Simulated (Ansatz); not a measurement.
# TaS2 (P-3m1): zero-pressure volume and bulk modulus with RPBE + D4

An exercise on one series of results from a longer session: the logs are not shown, and one member is left open.

Computed with Ansatz 0.2.0 (DFT RPBE + D4, scalar-relativistic, plane waves, PAW, unless a step's input says otherwise).

1 further run of the same task is left out (set aside as unsound or not needed). Runs told in other sessions of the task aren't counted.

## The starting structure

Symmetry: P-3m1, No. 164, trigonal system. The conventional cell has a = 3.337 Å, b = 3.337 Å, c = 5.906 Å, α = 90.00°, β = 90.00°, γ = 120.00°. Around Ta (site symmetry -3m) lie 6 S at 2.47 Å. S (site symmetry 3m) has 3 Ta at 2.47 Å in its first shell of neighbours.

Coordinates:

```xyz
3
Lattice="3.3368 0.0000 0.0000 -1.6684 2.8898 0.0000 0.0000 0.0000 5.9063" Properties=species:S:1:pos:R:3 pbc="T T T"
Ta    0.0000    0.0000    0.0000
S     0.0000    1.9265    1.5462
S     1.6684    0.9633    4.3601
```

An earlier run on this cell at PBE gave 2.71 GPa at 18.984 Å³/atom (8×8×4 mesh), metallic, no moment left.

Set-up of the first run:

Contents of input.yaml:

```yaml
crystal:
  lattice:
    - [3.3368432777, 0.0, 0.0]
    - [-1.6684216388, 2.8897910469, 0.0]
    - [0.0, 0.0, 5.9063051333]
  atoms:
    - { symbol: Ta, position: [0.0, 0.0, 0.0], spin: 0.05 }
    - { symbol: S, position: [0.3333333333, 0.6666666667, 0.2617897483] }
    - { symbol: S, position: [0.6666666667, 0.3333333333, 0.7382102517] }
basis:
  ecutwfc: 420
  ecutrho_ratio: 4
kpoints:
  mp_grid: { grid: [8, 8, 4] }
hamiltonian:
  xc: rpbe
  dispersion: d4
scf:
  occupations: { method: gaussian, width: 0.05 }
output:
  forces: true
  stress: true
  eigenvalues: true
  populations: true
magnetization:
  spin_polarized: true
relax:
  f_tol: 0.02
  max_steps: 40
  cell: { stress_tol: 0.2, fix: [volume] }
checkpoint:
  read: start.run
  write: ck
  compress: false
  write_wavefunctions: false
  write_every: 100000
```

start.run holds the state of a PBE run on this cell.

Launch:

```sh
$ ansatz run input.yaml --threads 4 --pin off --max-ram 8192MiB --backend cpu --events-out ev --progress --plain --runs-dir out
```

Among the steps run: At the given cell; Stepping to 18.778 Å³/atom; Stepping to 18.058 Å³/atom; Stepping to 18.190 Å³/atom; Volume × 0.98 of the new zero; Volume × 1.02 of the new zero; Volume × 0.96 of the new zero; Volume × 1.04 of the new zero.

One table of the session follows, with a row left open; its other results are not shown here.

It belongs to the step «Energy and pressure against volume». 

```
volume (Å³/atom)  energy (meV/atom)  pressure (GPa)
          17.462               5.40            2.50
          17.826               1.28            1.13
          18.190               0.00            0.03
          18.554                  ?               ?
          18.917               3.77           -1.55
```

Estimate the missing values for volume (Å³/atom) = 18.554.

Worked estimate for «energy (meV/atom)». A straight line through the neighbours (18.190, 0.00) and (18.917, 3.77) gives 0.00 + (3.77 − 0.00) × (18.554 − 18.190) / (18.917 − 18.190) = 1.89; a parabola fitted to 3 rows on both sides gives 0.83.

The run gave: energy (meV/atom): 1.02; pressure (GPa): -0.88. In «energy (meV/atom)» the line misses by +0.87 and the parabola by -0.19.

Caveats from the session: Warnings in the runs' records: seeded moment not kept.
